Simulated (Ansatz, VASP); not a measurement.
## Two plane-wave programs on Hf

```
CELL_PARAMETERS angstrom
0.00000 2.97606 4.68445
1.71819 0.00000 4.68445
1.71819 2.97606 0.00000
ATOMIC_POSITIONS crystal
Hf 0.16667 0.83333 0.16667
Hf 0.83333 0.16667 0.83333
```

Alike in both runs: task single point; functional PBE; k mesh 6 × 6 × 6; occupations gaussian, width 0.1 eV; no spin polarisation.

|  | VASP | Ansatz |
| --- | --- | --- |
| version | VASP 6.6.1 | Ansatz 0.2.0 |
| potentials or method | VASP PAW PBE potentials, release 64 (Hf_pv) | scalar-relativistic, plane waves, PAW |
| plane-wave cutoff (eV) | 520 | 420 |
| valence electrons in the cell | 20 | 52 |

```csv
,VASP,Ansatz,Ansatz less VASP
gap on the k mesh at the Fermi level (eV),none,none,-
rms of the force components (eV/Å),0.050,0.015,-0.0348
```

Atom by atom the forces differ by 0.064 eV/Å (rms over components). A gap of «none» marks a metal or a gap that the smearing closes. The functional is the same, so the differences come from potentials, cutoffs and numerics. The two sets of potentials don't hold the same shells in valence.

Caveats: the k mesh is coarse (spacing up to 0.37 Å⁻¹), so the values aren't converged. The runs have no spin-orbit coupling, so splittings on Hf are missing.
